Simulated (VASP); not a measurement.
# Ti (P6_3/mmc) in VASP: notebook

Runs on Ti. Level: PBE. Tasks: single point.

Everything below comes from runs of VASP 6.6.1. Logs are shortened: lines on timing, memory, paths and dates and some standing lists are left out, and cuts for length are marked.

### Step 1. Starting point

It takes space group P6_3/mmc (No. 194, hexagonal). The conventional cell has a = 2.950 Å, b = 2.950 Å, c = 4.680 Å, α = 90.00°, β = 90.00°, γ = 120.00°. Around Ti (site symmetry -6m2) lie 12 Ti at 2.89 to 2.95 Å.

### Step 2. Single point, PBE

INCAR reads:

```
ALGO     = Fast           # electronic algorithm
EDIFF    = 1E-6           # SCF threshold, eV
ENCUT    = 550            # plane-wave cutoff, eV
GGA      = PE             # functional
ISIF     = 2              # what is computed and relaxed
ISMEAR   = 0              # smearing method
LASPH    = T              # aspherical terms in the spheres
LCHARG   = F              # write CHGCAR
LREAL    = F              # projectors in reciprocal space
LWAVE    = F              # write WAVECAR
NELM     = 80             # most SCF steps
PREC     = Accurate       # precision mode
SIGMA    = 0.1            # smearing width, eV
```

KPOINTS reads:

```
k-points
0
Gamma
  10 10 6
```

POSCAR reads:

```
Ti
1.0
    2.9500000000      0.0000000000      0.0000000000
   -1.4750000000      2.5547749412      0.0000000000
    0.0000000000      0.0000000000      4.6800000000
Ti
2
Cartesian
    1.4750000001      0.8515916470      3.5100000000
   -0.0000000001      1.7031832942      1.1700000000
```

Potentials or basis: VASP PAW PBE potentials, release 64 (Ti_sv_GW).

Started as:

```
$ cat potpaw_PBE.64/Ti_sv_GW/POTCAR > POTCAR
$ mpirun -np 1 vasp_std > vasp.out
```

OUTCAR:

```text
EDIFF = 1E-6
   ENCUT = 550
   GGA = PE
   ISIF = 2
   ISMEAR = 0
   LASPH = T
   LREAL = F
   NELM = 80
   PREC = Accurate

 ion  position               nearest neighbor table
   1  0.667  0.333  0.750-
   2  0.333  0.667  0.250-

  LATTYP: Found a hexagonal cell.
 ALAT       =     2.9500000000
 C/A-ratio  =     1.5864406780

  Lattice vectors:

 A1 = (   2.9500000000,   0.0000000000,   0.0000000000)
 A2 = (  -1.4750000000,   2.5547749412,   0.0000000000)
 A3 = (   0.0000000000,   0.0000000000,   4.6800000000)

Analysis of symmetry for initial positions (statically):
=====================================================================
 Subroutine PRICEL returns:
 Original cell was already a primitive cell.

 Routine SETGRP: Setting up the symmetry group for a
 hexagonal supercell.

 Subroutine GETGRP returns: Found 24 space group operations
 (whereof 12 operations were pure point group operations)
 out of a pool of 24 trial point group operations.

The static configuration has the point symmetry D_3d.
 The point group associated with its full space group is D_6h.

Analysis of symmetry for dynamics (positions and initial velocities):
=====================================================================
 Subroutine PRICEL returns:
 Original cell was already a primitive cell.

 Routine SETGRP: Setting up the symmetry group for a
 hexagonal supercell.

 Subroutine GETGRP returns: Found 24 space group operations
 (whereof 12 operations were pure point group operations)
 out of a pool of 24 trial point group operations.

The dynamic configuration has the point symmetry D_3d.
 The point group associated with its full space group is D_6h.

 Subroutine INISYM returns: Found 24 space group operations
 (whereof 12 operations are pure point group operations),
 and found     1 'primitive' translations

----------------------------------------------------------------------------------------

                                     Primitive cell

  volume of cell :      35.2712

  direct lattice vectors                    reciprocal lattice vectors
     2.950000000  0.000000000  0.000000000     0.338983051  0.195711956  0.000000000
    -1.475000000  2.554774941  0.000000000     0.000000000  0.391423911  0.000000000
     0.000000000  0.000000000  4.680000000     0.000000000  0.000000000  0.213675214

  length of vectors
     2.950000000  2.950000000  4.680000000     0.391423911  0.391423911  0.213675214

  position of ions in fractional coordinates (direct lattice)
     0.666666667  0.333333333  0.750000000
     0.333333333  0.666666667  0.250000000

  ion indices of the primitive-cell ions
   primitive index   ion index
                 1           1
                 2           2

----------------------------------------------------------------------------------------

 KPOINTS: k-points

Automatic generation of k-mesh.
 Grid dimensions read from file:
 generate k-points for:   10   10    6

 Generating k-lattice:

  Cartesian coordinates                     Fractional coordinates (reciprocal lattice)
     0.033898305  0.019571196  0.000000000     0.100000000 -0.000000000  0.000000000
     0.000000000  0.039142391  0.000000000     0.000000000  0.100000000  0.000000000
     0.000000000  0.000000000  0.035612536     0.000000000  0.000000000  0.166666667

  Length of vectors
     0.039142391  0.039142391  0.035612536

  Shift w.r.t. Gamma in fractional coordinates (k-lattice)
     0.000000000  0.000000000  0.000000000

 Subroutine IBZKPT returns following result:
 ===========================================

 Found     56 irreducible k-points:

 Following reciprocal coordinates:
            Coordinates               Weight
  0.000000  0.000000  0.000000      1.000000
  0.100000  0.000000  0.000000      6.000000
  0.200000  0.000000  0.000000      6.000000
  0.300000  0.000000  0.000000      6.000000
  0.400000  0.000000  0.000000      6.000000
  0.500000  0.000000  0.000000      3.000000
[... 16 lines left out ...]
  0.300000  0.100000  0.166667     24.000000
  0.400000  0.100000  0.166667     24.000000
 [... further k-points ...]
   k-points           NKPTS =     56   k-points in BZ     NKDIM =     56   number of bands    NBANDS=     16
   number of dos      NEDOS =    301   number of ions     NIONS =      2
   total plane-waves  NPLWV =  20736
   dimension x,y,z NGX =    24 NGY =   24 NGZ =   36
   dimension x,y,z NGXF=    48 NGYF=   48 NGZF=   72
   ions per type =               2
   NGX,Y,Z   is equivalent  to a cutoff of  13.53, 13.53, 12.79 a.u.
   NGXF,Y,Z  is equivalent  to a cutoff of  27.05, 27.05, 25.58 a.u.
 SYSTEM =  unknown system
   PREC   = accura    normal or accurate (medium, high low for compatibility)
   ISTART =      0    job   : 0-new  1-cont  2-samecut
   ICHARG =      2    charge: 1-file 2-atom 10-const
   ISPIN  =      1    spin polarized calculation?
   LNONCOLLINEAR =      F non collinear calculations
   LSORBIT =      F    spin-orbit coupling
   LASPH  =      T    aspherical Exc in radial PAW
   ENCUT  =  550.0 eV  40.42 Ry    6.36 a.u.   5.64  5.64  8.95*2*pi/ulx,y,z
   NELM   =     80;   NELMIN=  2; NELMDL= -5     # of ELM steps
   EDIFF  = 0.1E-05   stopping-criterion for ELM
   LREAL  =      F    real-space projection
   EDIFFG = 0.1E-04   stopping-criterion for IOM
   NSW    =      0    number of steps for IOM
   IBRION =     -1    ionic relax: 0-MD 1-quasi-New 2-CG
   NFREE  =      0    steps in history (QN), initial steepest desc. (CG)
   ISIF   =      2    stress and relaxation
   ISYM   =      2    0-nonsym 1-usesym 2-fastsym
   POTIM  = 0.5000    time-step for ionic-motion
   TEBEG  =    0.0;   TEEND  =   0.0 temperature during run
   PSTRESS=    0.0 pullay stress
   NELECT =      24.0000    total number of electrons
   NUPDOWN=      -1.0000    fix difference up-down
   EMIN   =  10.00;   EMAX   =-10.00  energy-range for DOS
   EFERMI =   0.00;   METHOD = LEGACY
   ISMEAR =     0;   SIGMA  =   0.10  broadening in eV -4-tet -1-fermi 0-gaus
   EFERMI_NEDOS =   21; number of points for ismear=-14 and -15
   IALGO  =     68    algorithm
   IMIX   =      4    mixing-type and parameters
     AMIX     =   0.40;   BMIX     =  1.00
     AMIX_MAG =   1.60;   BMIX_MAG =  1.00
  volume/ion in A,a.u.               =      17.64       119.01
  Fermi-wavevector in a.u.,A,eV,Ry     =   1.439920  2.721055 28.209912  2.073370
  Thomas-Fermi vector in A             =   2.558722
   LORBIT       =      0    0 simple, 1 ext, 2 COOP (PROOUT), +10 PAW based schemes
   GGA     = PE    functional components
   LHFCALC =     F    Hartree Fock is set to
   AEXX    =    0.0000 exact exchange contribution
   IVDW    =     0    specifies the selected vdW correction
   LEPSILON=     F    determine dielectric tensor
   LRPA    =     F    only Hartree local field effects (RPA)
 non-spin polarized calculation
 RMM-DIIS sequential band-by-band and
 Gauss-broadening in eV      SIGMA  =   0.10
  energy-cutoff  :      550.00
  volume of cell :       35.27
 maximum number of plane-waves:      1085
 NGX is ok and might be reduce to    24
   NGX = 11   NGY = 11   NGZ = 17

 number of electron      24.0000006 magnetization

 Free energy of the ion-electron system (eV)
  ---------------------------------------------------
  ext. energy  EPLUGINS =         0.00000000
  ---------------------------------------------------
  free energy    TOTEN  =       -20.11098858 eV

  energy without entropy =      -20.09854461  energy(sigma->0) =      -20.10476659

 E-fermi :   8.1472     XC(G=0): -11.4480

 val. band max:        8.1384839878   @ k =   0.0000   0.0000   0.3333
 cond. band min:       8.1614328114   @ k =   0.3000   0.3000   0.3333
 fundamental gap:      0.0229488236
 Fermi energy:         8.1472153348

 k-point     1 :       0.0000    0.0000    0.0000
  band No.  band energies     occupation
      1     -48.6903      2.00000
      2     -48.5614      2.00000
      3     -25.2744      2.00000
      4     -24.6603      2.00000
      5     -24.6603      2.00000
      6     -24.5997      2.00000
[... 8 lines left out ...]
     15       9.4128      0.00000
     16       9.4161      0.00000

 k-point     2 :       0.1000    0.0000    0.0000
  band No.  band energies     occupation
      1     -48.6810      2.00000
      2     -48.5576      2.00000
      3     -25.2525      2.00000
      4     -24.7013      2.00000
      5     -24.6731      2.00000
      6     -24.6083      2.00000
[... 8 lines left out ...]
     15       9.3816      0.00000
     16       9.6026      0.00000

 k-point     3 :       0.2000    0.0000    0.0000
  band No.  band energies     occupation
      1     -48.6560      2.00000
      2     -48.5488      2.00000
      3     -25.1942      2.00000
      4     -24.8136      2.00000
      5     -24.7195      2.00000
      6     -24.7085      2.00000
[... 8 lines left out ...]
     15       9.3437      0.00000
     16       9.6680      0.00000

 k-point     4 :       0.3000    0.0000    0.0000
  band No.  band energies     occupation
      1     -48.6229      2.00000
      2     -48.5398      2.00000
      3     -25.1113      2.00000
      4     -24.9535      2.00000
      5     -24.8524      2.00000
      6     -24.7502      2.00000
[... 8 lines left out ...]
     15       9.0584      0.00000
     16      10.4587      0.00000

 k-point     5 :       0.4000    0.0000    0.0000
  band No.  band energies     occupation
      1     -48.5926      2.00000
      2     -48.5361      2.00000
      3     -25.0684      2.00000
      4     -25.0252      2.00000
      5     -24.9564      2.00000
      6     -24.7833      2.00000
[... 8 lines left out ...]
     15       9.1537      0.00000
     16      11.1787      0.00000

 k-point     6 :       0.5000    0.0000    0.0000
  band No.  band energies     occupation
      1     -48.5788      2.00000
      2     -48.5368      2.00000
      3     -25.1119      2.00000
      4     -24.9947      2.00000
      5     -24.9813      2.00000
      6     -24.7953      2.00000
[... 8 lines left out ...]
     15       9.3076      0.00000
     16      11.6161      0.00000
[... 267 lines left out ...]
 k-point    21 :       0.1000    0.1000    0.1667
  band No.  band energies     occupation
      1     -48.6564      2.00000
      2     -48.5590      2.00000
      3     -25.1810      2.00000
      4     -24.7560      2.00000
      5     -24.7444      2.00000
      6     -24.6872      2.00000
[... 8 lines left out ...]
     15       9.2417      0.00000
     16       9.6703      0.00000

 k-point    22 :       0.2000    0.1000    0.1667
  band No.  band energies     occupation
      1     -48.6286      2.00000
      2     -48.5488      2.00000
      3     -25.1303      2.00000
      4     -24.8731      2.00000
      5     -24.8392      2.00000
      6     -24.7333      2.00000
[... 8 lines left out ...]
     15       9.2300      0.00000
     16      10.0176      0.00000

 k-point    23 :       0.3000    0.1000    0.1667
  band No.  band energies     occupation
      1     -48.5982      2.00000
      2     -48.5411      2.00000
      3     -25.1006      2.00000
      4     -24.9778      2.00000
      5     -24.9123      2.00000
      6     -24.7796      2.00000
[... 8 lines left out ...]
     15       9.0862      0.00000
     16      10.5572      0.00000

 k-point    24 :       0.4000    0.1000    0.1667
  band No.  band energies     occupation
      1     -48.5761      2.00000
      2     -48.5395      2.00000
      3     -25.1298      2.00000
      4     -25.0218      2.00000
      5     -24.9202      2.00000
      6     -24.8006      2.00000
[... 8 lines left out ...]
     15       9.2968      0.00000
     16      11.3114      0.00000

 [... further k-points ...]

------------------------ aborting loop because EDIFF is reached ----------------------------------------

  FORCE on cell =-STRESS in cart. coord.  units (eV):
  Direction    XX          YY          ZZ          XY          YZ          ZX
  --------------------------------------------------------------------------------------
  -------------------------------------------------------------------------------------
  Total       -0.5970337     -0.5970337     -0.6786916      0.0000000      0.0000000      0.0000000
  in kB      -27.1199500    -27.1199500    -30.8292223      0.0000000      0.0000000      0.0000000
  external PRESSURE =     -28.3563741 kB  Pullay stress =       0.0000000 kB

 VOLUME and BASIS-vectors are now :
 -----------------------------------------------------------------------------
  energy-cutoff  :      550.00
  volume of cell :       35.27
      direct lattice vectors                 reciprocal lattice vectors
     2.950000000  0.000000000  0.000000000     0.338983051  0.195711956  0.000000000
    -1.475000000  2.554774941  0.000000000     0.000000000  0.391423911  0.000000000
     0.000000000  0.000000000  4.680000000     0.000000000  0.000000000  0.213675214

 POSITION                                       TOTAL-FORCE (eV/Angst)
 -----------------------------------------------------------------------------------
      1.47500      0.85159      3.51000        -0.000000      0.000000      0.000000
     -0.00000      1.70318      1.17000         0.000000     -0.000000      0.000000
 -----------------------------------------------------------------------------------
    total drift:                               -0.000000      0.000000     -0.000000

  FREE ENERGIE OF THE ION-ELECTRON SYSTEM (eV)
  ---------------------------------------------------
  free  energy   TOTEN  =       -20.1109885781 eV

  energy  without entropy=      -20.0985446112  energy(sigma->0) =      -20.10476659
```

It took 49 s on 1 thread of Intel Xeon 6975P-C (Granite Rapids), shared host; peak memory 0.17 GiB.

Results:

```
Free energy            : -20.1110 eV
Pressure               : -2.8 GPa
Band gap on the k mesh : none (metal or under the smearing width)
```

### Step 3. Single point, PBE

run.py reads:

```python
from ase.calculators.vasp import Vasp
from ase.dft.bandgap import bandgap
from ase.io import read

atoms = read('Ti.cif', primitive_cell=True, subtrans_included=False)
calc = Vasp(
    directory='calc',
    xc='pbe',
    pp='PBE',
    setups='gw',
    prec='Accurate',
    encut=550,
    ediff=1e-06,
    ismear=0,
    sigma=0.1,
    lreal=False,
    lasph=True,
    nelm=60,
    algo='Normal',
    isif=2,
    lwave=False,
    lcharg=True,
    lelf=True,
    lvhar=True,
    kpts=[10, 10, 6],
    gamma=True,
    nbands=19,
)
atoms.calc = calc

print('energy (eV):', atoms.get_potential_energy())
print('free energy (eV):', atoms.get_potential_energy(force_consistent=True))
print('forces (eV/A):')
print(atoms.get_forces())
print('stress (eV/A^3, Voigt):', atoms.get_stress())
print('Fermi level (eV):', calc.get_fermi_level())
gap, top, bottom = bandgap(calc)
print('band gap (eV):', gap, 'from (spin, k, band)', top, 'to', bottom)
```

Ti.cif reads:

```cif
data_Ti
_cell_length_a 2.95000000
_cell_length_b 2.95000000
_cell_length_c 4.68000000
_cell_angle_alpha 90.00000000
_cell_angle_beta 90.00000000
_cell_angle_gamma 120.00000000
_space_group_name_H-M_alt 'P6_3/mmc'
_space_group_name_Hall '-P 6c 2c'
_space_group_IT_number 194
loop_
_space_group_symop_operation_xyz
'x,y,z'
'-x,-y,-z'
'x-y,x,z+1/2'
'-x+y,-x,-z+1/2'
'-y,x-y,z'
'y,-x+y,-z'
'-x,-y,z+1/2'
'x,y,-z+1/2'
'-x+y,-x,z'
'x-y,x,-z'
'y,-x+y,z+1/2'
'-y,x-y,-z+1/2'
'-y,-x,-z+1/2'
'y,x,z+1/2'
'-x,-x+y,-z'
'x,x-y,z'
'-x+y,y,-z+1/2'
'x-y,-y,z+1/2'
'y,x,-z'
'-y,-x,z'
'x,x-y,-z+1/2'
'-x,-x+y,z+1/2'
'x-y,-y,-z'
'-x+y,y,z'
loop_
_atom_site_label
_atom_site_type_symbol
_atom_site_symmetry_multiplicity
_atom_site_Wyckoff_symbol
_atom_site_fract_x
_atom_site_fract_y
_atom_site_fract_z
_atom_site_occupancy
Ti1 Ti 2 c 0.6666666667 0.3333333333 0.7500000000 1
```

Potentials or basis: VASP PAW PBE potentials, release 64 (Ti_sv_GW).

Started as:

```
$ python run.py
```

Wall time 24 s (1 thread of Intel Xeon 6975P-C (Granite Rapids), shared host); peak memory 0.18 GiB.

It converged, with:

```
Free energy            : -20.1110 eV
Pressure               : -2.8 GPa
Band gap on the k mesh : none (metal or under the smearing width)
```

Stress tensor (GPa, compression positive):
```
-2.63  0.00  0.00
 0.00 -2.63  0.00
 0.00  0.00 -3.00
```

Levels at points of the mesh, in eV from the Fermi level:
```
           k point  band 9  band 10  band 11  band 12  band 13  band 14  band 15  band 16
(0.00, 0.00, 0.00)   -6.15    -2.64     0.72     0.78     0.78     0.88     1.26     1.26
(0.50, 0.00, 0.00)   -2.31    -2.11    -1.80    -0.63     0.50     0.62     1.16     3.30
(0.00, 0.00, 0.50)   -4.32    -4.32     0.09     0.09     0.69     0.69     0.69     0.69
(0.50, 0.00, 0.50)   -2.49    -2.49    -0.79    -0.79     1.29     1.29     1.72     1.72
```

### Step 4. The reference run

An earlier run on the cell as given: functional PBE; potentials or basis VASP PAW PBE potentials, release 64 (Ti_sv); cutoff 520 eV; k mesh 10 × 10 × 6; occupations fermi-dirac, width 0.05 eV; no spin polarisation.

* Pressure: -1.7 GPa
* Band gap on the k mesh: none (metal or under the smearing width)
